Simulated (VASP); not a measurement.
Here is a VASP 6.6.1 calculation.

File INCAR:

```
SYSTEM = C
ALGO     = Normal         ! electronic algorithm
EDIFF    = 1E-7           ! SCF threshold, eV
EDIFFG   = -0.005         ! ionic threshold
ENCUT    = 600            ! plane-wave cutoff, eV
IBRION   = 2              ! ionic algorithm
ISIF     = 3              ! what is computed and relaxed
ISMEAR   = 0              ! smearing method
KPAR     = 4            
LASPH    = .True.         ! aspherical terms in the spheres
LATTICE_CONSTRAINTS= .TRUE. .TRUE. .FALSE.
LCHARG   = .False.        ! write CHGCAR
LREAL    = .False.        ! projectors in reciprocal space
LWAVE    = .False.        ! write WAVECAR
NELM     = 80             ! most SCF steps
NSW      = 90             ! ionic steps
PREC     = Accurate       ! precision mode
SIGMA    = 0.03           ! smearing width, eV
```

KPOINTS

```
k-points
0
Gamma
  15 15 1
  0 0 0
```

Contents of POSCAR:

```
C                                       
1.0
    2.4461895597      0.0000000000      0.0000000000
   -1.2230947799      2.1184623015      0.0000000000
    0.0000000000      0.0000000000     21.9015365000
  C             
     4
Direct
     0.0000000000000000    0.0000000000000000    0.4244550817794611
     0.6666666699999979    0.3333333400000029    0.4244161988772245
     0.0000000000000000    0.0000000000000000    0.5755449182205390
     0.3333333300000021    0.6666666599999971    0.5755838011227755
```

Potentials or basis: VASP PAW LDA potentials, release 64 (C).

The run is started by

```sh
$ cat potpaw_LDA.64/C/POTCAR > POTCAR
$ mpirun -np 4 vasp_std > vasp.out
```

Estimate the band gap on the k mesh.

none (metal or under the smearing width).

Forces on the atoms (eV/Å):
```
C    0.000  0.000 -0.002
C    0.000  0.000  0.002
C    0.000  0.000  0.002
C    0.000  0.000 -0.002
```

Caveat: the relaxation stopped at its first step, so nothing moved.
